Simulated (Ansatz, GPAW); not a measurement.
# A C7 chain between two Pd chains: relaxation, then transmission at several levels, part 3 of 3

Wanted: T(E) of a C7 chain between two Pd chains at a relaxed geometry in two programs, beside the unrelaxed structure.

GPAW 26.7.0 and Ansatz 0.2.0; Ansatz plane waves; relaxation of the junction with the lead ends held; PAW set soft_1 (the session's first sound run).

So far, transmission at the Fermi level (one spin): step 3 (plane-wave reference (PBE)) 0.108; step 5 (GPAW, szp: basis = "szp(dzp)", PBE, GPAW) 0.0419; step 6 (GPAW, sz: basis = "sz(dzp)", PBE, GPAW) 0.0600; step 7 (revPBE in the dzp basis: xc = "revPBE") 0.0844; step 8 (without the relaxation: geometry = "as built", PBE, GPAW) 0.343.

## (11) Basis sz(dzp), k-points along the lead 40

A smaller basis is cheaper in every inversion. The lead's own mesh along the current sets its density and potential; where the lead is aligned to the junction's end layer, a rigid shift drops out.

This step: GPAW LCAO, PAW setups; Landauer transmission from Green's functions with principal layers (ASE), zero bias (GPAW 26.7.0).

Input file run.py:

```python
import json
import numpy as np
from ase import Atoms
from ase.transport.calculators import TransportCalculator
from gpaw import GPAW, FermiDirac
from gpaw.lcao.tools import get_lcao_hamiltonian
from scipy.linalg import eigh

# The junction with lead layers at both ends, along the third cell vector
device = Atoms(
    ['Pd', 'Pd', 'Pd', 'Pd', 'Pd', 'Pd', 'Pd', 'Pd', 'C', 'C', 'C', 'C', 'C', 'C', 'C', 'Pd', 'Pd', 'Pd', 'Pd', 'Pd', 'Pd', 'Pd', 'Pd'],
    positions=[
        [4.50000, 4.50000, 1.25000],
        [4.50000, 4.50000, 3.75000],
        [4.50000, 4.50000, 6.25000],
        [4.50000, 4.50000, 8.75000],
        [4.50000, 4.50000, 11.25000],
        [4.50000, 4.50000, 13.75000],
        [4.93697, 4.46523, 16.30622],
        [3.96263, 4.50662, 18.75158],
        [4.31727, 4.49348, 20.57569],
        [4.42096, 4.49634, 21.86129],
        [4.46585, 4.50322, 23.16025],
        [4.49675, 4.51902, 24.44732],
        [4.52088, 4.54065, 25.73434],
        [4.54690, 4.58089, 27.03338],
        [4.59420, 4.66821, 28.31913],
        [4.74031, 4.96985, 30.14901],
        [4.33328, 4.13064, 32.61112],
        [4.50000, 4.50000, 35.17700],
        [4.50000, 4.50000, 37.67700],
        [4.50000, 4.50000, 40.17700],
        [4.50000, 4.50000, 42.67700],
        [4.50000, 4.50000, 45.17700],
        [4.50000, 4.50000, 47.67700]],
    cell=[[9.0, 0.0, 0.0], [0.0, 9.0, 0.0], [0.0, 0.0, 48.927]],
    pbc=True)

# One principal layer of the lead: the first 5 atoms of the device
lead = Atoms(
    ['Pd', 'Pd', 'Pd', 'Pd', 'Pd'],
    positions=[
        [4.50000, 4.50000, 1.25000],
        [4.50000, 4.50000, 3.75000],
        [4.50000, 4.50000, 6.25000],
        [4.50000, 4.50000, 8.75000],
        [4.50000, 4.50000, 11.25000]],
    cell=[[9.0, 0.0, 0.0], [0.0, 9.0, 0.0], [0.0, 0.0, 12.5]],
    pbc=True)

settings = dict(mode='lcao', basis='sz(dzp)', xc='PBE', h=0.2,
                occupations=FermiDirac(0.1), maxiter=250,
                mixer=dict(beta=0.1, nmaxold=8, weight=100.0),
                convergence=dict(density=0.0001))
energies = np.arange(-2, 2 + 1e-9, 0.025)
eta = 0.0001
n1, n2 = 1, 1
# k and -k transmit alike, so half of the mesh across the current serves
mesh = [(i, j) for i in range(n1) for j in range(n2) if (i, j) <= (-i % n1, -j % n2)]
weights = np.array([1 if (i, j) == (-i % n1, -j % n2) else 2 for i, j in mesh]) / (n1 * n2)


def ground_state(atoms, size, txt):
    atoms.calc = GPAW(kpts={'size': size, 'gamma': True}, symmetry={'tolerance': 1e-3}, txt=txt, **settings)
    atoms.get_potential_energy()
    return atoms.calc.get_fermi_level()


def blocks(atoms, fermi, points, nz, cells):
    """H - E_F S and S between cell 0 and the cells above it, at each point across the current."""
    kz = np.arange(nz) / nz
    calc = atoms.calc.fixed_density(kpts=[(*k, z) for k in points for z in kz], symmetry='off', txt=None)
    H, S = get_lcao_hamiltonian(calc)
    H = (H - fermi * S).reshape(len(H), len(points), nz, *S.shape[1:])
    S = S.reshape(H.shape[1:])
    phases = [np.exp(-2j * np.pi * kz * R) / nz for R in cells]
    return [(np.einsum('skzij,z->ksij', H, p), np.einsum('kzij,z->kij', S, p)) for p in phases]


def pair(a, b):
    return np.block([[a, b], [b.T.conj(), a]])


def count_channels(h, s, cells, nk=240):
    """Half the number of times that the lead's bands cross each energy, unfolded to its shortest repeat."""
    b = len(h) // cells
    bands = []
    for k in (np.arange(nk + 1) + 0.5) / nk:
        hk, sk = h[:b, :b].copy(), s[:b, :b].copy()
        for R in range(1, cells):
            phase, block = np.exp(2j * np.pi * k * R), slice(R * b, (R + 1) * b)
            hk += h[:b, block] * phase + (h[:b, block] * phase).T.conj()
            sk += s[:b, block] * phase + (s[:b, block] * phase).T.conj()
        w, u = eigh(sk)
        x = u[:, w > 1e-5] / w[w > 1e-5]**0.5  # drop near-dependent combinations
        bands.append(np.r_[eigh(x.T.conj() @ hk @ x, eigvals_only=True), [1e9] * (w <= 1e-5).sum()])
    below = np.array(bands)[:, :, None] < energies
    return (below[1:] != below[:-1]).sum((0, 1)) / 2


fermi_lead = ground_state(lead, (1, 1, 40), 'lead.txt')
fermi_device = ground_state(device, (1, 1, 2), 'device.txt')
T, channels, eigen, tail, misfit, shifts = [], [], [], 0.0, 0.0, []
for first in range(0, len(mesh), 210):
    points = [(i / n1, j / n2) for i, j in mesh[first:first + 210]]
    (H0k, S0k), (H1k, S1k), (H2k, _) = blocks(lead, fermi_lead, points, 5, range(3))
    [(Hk, Sk)] = blocks(device, fermi_device, points, 2, [0])
    tail = max(tail, abs(H2k).max())
    for H0, S0, H1, S1, H, S in zip(H0k, S0k, H1k, S1k, Hk, Sk):
        n = len(S0)
        # Shift the lead onto the potential of the device's first layer
        shift = ((H[:, 0, 0] - H0[:, 0, 0]) / S0[0, 0]).real.mean()
        shifts.append(shift)
        misfit = max(misfit, abs(H[:, :n, :n] - H0 - shift * S0).max())
        Tk, Ck, Ek = [], [], []
        for s in range(len(H)):
            t = s % len(H0)  # a lead without moments serves both spins
            h1, s1 = pair(H0[t] + shift * S0, H1[t] + shift * S1), pair(S0, S1)
            leads = dict(h1=h1, s1=s1, energies=energies, eta=eta, eta1=eta, eta2=eta)
            calc = TransportCalculator(h=H[s], s=S, eigenchannels=3, **leads)
            Tk.append(calc.get_transmission())
            Ek.append(np.sort(calc.eigenchannels_ne, axis=0)[::-1])
            Ck.append(count_channels(h1, s1, 10))
        T.append(Tk)
        channels.append(Ck)
        eigen.append(Ek)
T, channels = np.array(T), np.array(channels)
mean, open_channels = np.einsum('kse,k->se', T, weights), np.einsum('kse,k->se', channels, weights)

print(f'basis functions: device {len(S)}, principal layer {n}')
print(f'Fermi level: lead {fermi_lead:.4f} eV, device {fermi_device:.4f} eV; lead shifted by {np.mean(shifts):.4f} eV')
print(f'largest coupling past the next layer {tail:.2e} eV, largest misfit of the first layer {misfit:.3f} eV')
print('  E-E_F (eV)   ' + 'T (one spin)  channels')
for e, t, c in zip(energies, mean.T, open_channels.T):
    print(f'{e:10.3f}  ', *[f'{x:11.4e}' for x in t], *[f'{x:9.4f}' for x in c])

kT = 8.617333e-5 * 300
fine = np.linspace(energies[0], energies[-1], 4001)
both = np.exp(np.interp(fine, energies, np.log(np.maximum(mean.sum(0) * 2 / len(mean), 1e-30))))
fermi = lambda mu: 1 / (1 + np.exp(np.clip((fine - mu) / kT, -200, 200)))
slope = fermi(0) * (1 - fermi(0)) / kT
G = np.trapezoid(both * slope, fine) / 2
seebeck = -np.trapezoid(both * slope * fine, fine) / (2 * G * 300) * 1e6
print(f'conductance at 300 K: {G:.5g} G0 a cell; thermopower {seebeck:.4g} uV/K')
bias = [0.1, 0.2, 0.5, 1.0, 1.5, 2.0]
current = [38.74 * np.trapezoid(both * (fermi(V / 2) - fermi(-V / 2)), fine) for V in bias]
for V, I in zip(bias, current):
    print(f'current from the zero-bias T(E) at {V} V: {I:.5g} uA')
zero = abs(energies).argmin()
json.dump(dict(energies=energies.tolist(), T=mean.tolist(), channels=open_channels.tolist(), G=G, seebeck=seebeck,
               bias=bias, current=current, tail=tail, misfit=misfit, shift=np.mean(shifts), n_device=len(S), n_lead=n,
               fermi=[fermi_lead, fermi_device], energy=device.get_potential_energy(),
               moments=device.get_magnetic_moments().tolist(), mesh=mesh, weights=weights.tolist(),
               T_k=T[:, :, zero].tolist(), eigen=np.array(eigen[0]).tolist()), open('result.json', 'w'))
```

Launch:

```sh
OMP_NUM_THREADS=1 OPENBLAS_NUM_THREADS=1 python run.py
```

Run time: 5.5 min. Hardware: 1 thread of Intel Xeon Platinum 8488C (Sapphire Rapids), shared host; peak memory 1.7 GiB.

Numbers from this step:

```
conductance                                    : 0.05244 G₀
largest coupling past the next principal layer : 1.09e-4 eV
largest misfit of the first principal layer    : 0.04212 eV
shift that aligns the lead                     : -9.37e-4 eV
basis functions of the junction                : 220
basis functions of a principal layer           : 60
transmission at the Fermi level (one spin)     : 0.06000
```

One spin. The transmission, zone mean by energy, zero at the Fermi level:

| energy (eV) | transmission, zone mean |
| --- | --- |
| -2.000 | 0.791 |
| -1.900 | 1.10 |
| -1.800 | 1.46 |
| -1.700 | 1.71 |
| -1.600 | 1.81 |
| -1.500 | 1.87 |
| -1.400 | 1.93 |
| -1.375 | 1.94 |
| -1.300 | 1.81 |
| -1.200 | 0.823 |
| -1.100 | 0.0274 |
| -1.000 | 0.171 |
| -0.900 | 0.493 |
| -0.825 | 0.674 |
| -0.800 | 0.665 |
| -0.700 | 0.350 |
| -0.600 | 0.220 |
| -0.575 | 1.11 |
| -0.500 | 0.130 |
| -0.400 | 0.107 |
| -0.300 | 0.118 |
| -0.200 | 0.105 |
| -0.100 | 0.0918 |
| 0.000 | 0.0600 |
| 0.100 | 6.7e-4 |
| 0.200 | 0.00436 |
| 0.300 | 0.255 |
| 0.400 | 0.0114 |
| 0.500 | 0.00316 |
| 0.600 | 0.00150 |
| 0.700 | 8.7e-4 |
| 0.800 | 5.6e-4 |
| 0.900 | 3.9e-4 |
| 1.000 | 2.8e-4 |
| 1.100 | 2.1e-4 |
| 1.200 | 1.6e-4 |
| 1.300 | 1.2e-4 |
| 1.400 | 9.6e-5 |
| 1.500 | 7.6e-5 |
| 1.600 | 6.1e-5 |
| 1.700 | 4.9e-5 |
| 1.800 | 4.0e-5 |
| 1.900 | 3.2e-5 |
| 2.000 | 2.5e-5 |

Not self-consistent under bias; the bias window is split evenly. Table of current through one cell, from the zero-bias transmission by bias:

| bias (V) | current through one cell, from the zero-bias transmission (μA) |
| --- | --- |
| 0.100 | 0.397 |
| 0.200 | 0.770 |
| 0.500 | 2.08 |
| 1.000 | 4.90 |
| 1.500 | 11.5 |
| 2.000 | 20.7 |

The transmission of the three most open eigenchannels by energy, zero at the Fermi level:

| energy (eV) | channel 1 | channel 2 | channel 3 |
| --- | --- | --- | --- |
| -2.000 | 0.606 | 0.185 | 1.5e-9 |
| -1.900 | 0.768 | 0.334 | 4.2e-9 |
| -1.800 | 0.879 | 0.578 | 1.2e-8 |
| -1.700 | 0.917 | 0.798 | 3.1e-8 |
| -1.600 | 0.914 | 0.897 | 7.6e-8 |
| -1.500 | 0.946 | 0.927 | 1.5e-7 |
| -1.400 | 0.973 | 0.962 | 2.2e-7 |
| -1.300 | 0.918 | 0.896 | 2.0e-7 |
| -1.200 | 0.668 | 0.155 | 1.8e-8 |
| -1.100 | 0.0245 | 0.00292 | 2.6e-7 |
| -1.000 | 0.102 | 0.0686 | 6.7e-7 |
| -0.900 | 0.260 | 0.233 | 4.8e-7 |
| -0.800 | 0.385 | 0.280 | 3.0e-7 |
| -0.700 | 0.180 | 0.170 | 2.5e-7 |
| -0.600 | 0.120 | 0.100 | 2.1e-6 |
| -0.500 | 0.0819 | 0.0482 | 3.0e-7 |
| -0.400 | 0.0707 | 0.0361 | 2.4e-6 |
| -0.300 | 0.0809 | 0.0374 | 3.3e-5 |
| -0.200 | 0.0670 | 0.0376 | 6.3e-5 |
| -0.100 | 0.0553 | 0.0366 | 4.5e-6 |
| 0.000 | 0.0355 | 0.0245 | 1.1e-6 |
| 0.100 | 6.7e-4 | 1.6e-10 | 0 |
| 0.200 | 0.00436 | 0 | 0 |
| 0.300 | 0.255 | 0 | 0 |
| 0.400 | 0.0114 | 0 | 0 |
| 0.500 | 0.00316 | 0 | 0 |
| 0.600 | 0.00150 | 0 | 0 |
| 0.700 | 8.7e-4 | 0 | 0 |
| 0.800 | 5.6e-4 | 0 | 0 |
| 0.900 | 3.9e-4 | 0 | 0 |
| 1.000 | 2.8e-4 | 0 | 0 |
| 1.100 | 2.1e-4 | 0 | 0 |
| 1.200 | 1.6e-4 | 0 | 0 |
| 1.300 | 1.2e-4 | 0 | 0 |
| 1.400 | 9.6e-5 | 0 | 0 |

The conductance, 0.0524 G₀, lies 40 % below that of the dzp run.

## (12) Results

| Quantity | Value |
| --- | --- |
| conductance | 0.0872 G₀ |
| transmission at the Fermi level, mean of the spins | 0.0906 |
| open channels of the lead there | 4 |

**Reading.** In the dzp basis the junction conducts 0.0872 G₀ at 300 K, with T = 0.0906 a spin at the Fermi level; no smaller basis tried comes within 10 % of that conductance. Relaxation moved atoms by up to 0.54 Å and took the conductance from 0.325 to 0.0872 G₀, as a ratio a larger change than the step from dzp to the minimal basis. Plane waves (PBE) give T = 0.108 there. The scatterer reflects about 98 % of the incoming channels at the Fermi level. At the Fermi level two eigenchannels carry the current (0.054 and 0.037). Measured against the first run (pw-pbe), the nearest curve is that of dzp-revPBE (r.m.s. 0.24) and the farthest that of asbuilt (0.37). Over the compared runs wall time goes from 204 s (pw-pbe) to 606 s (dzp-revPBE), on a shared host; the plane-wave run used 4 threads and the orbital runs 1. The leads kept an estimated spacing and the cell its length, so the junction may be under some tension or compression. The run had no spin polarisation, so a magnetic state, which chains and small molecules with open shells often have, wasn't tested. An evenly spaced straight chain is an idealisation: free chains tend to dimerise, zigzag or, where a band edge lies near the Fermi level, turn magnetic. The currents use the zero-bias T(E) throughout, which holds only while the bias is small against the distance to the nearest feature. Within about eight thermal energies of the Fermi level ln T(E) bends sharply from one computed energy to the next, or the lead's channel count changes, so the thermal averages, above all the thermopower, rest on an interpolation that may be rough.

[Logs are printed without paths, hosts, clocks, repeated set-up lines and the standing remarks that a program may print on its own settings, such as how far it seeks lower states.]

[Hosts, paths, dates, database ids (printed as entryN), source tags and the programs' standing remarks are cut or masked in the printed files.]
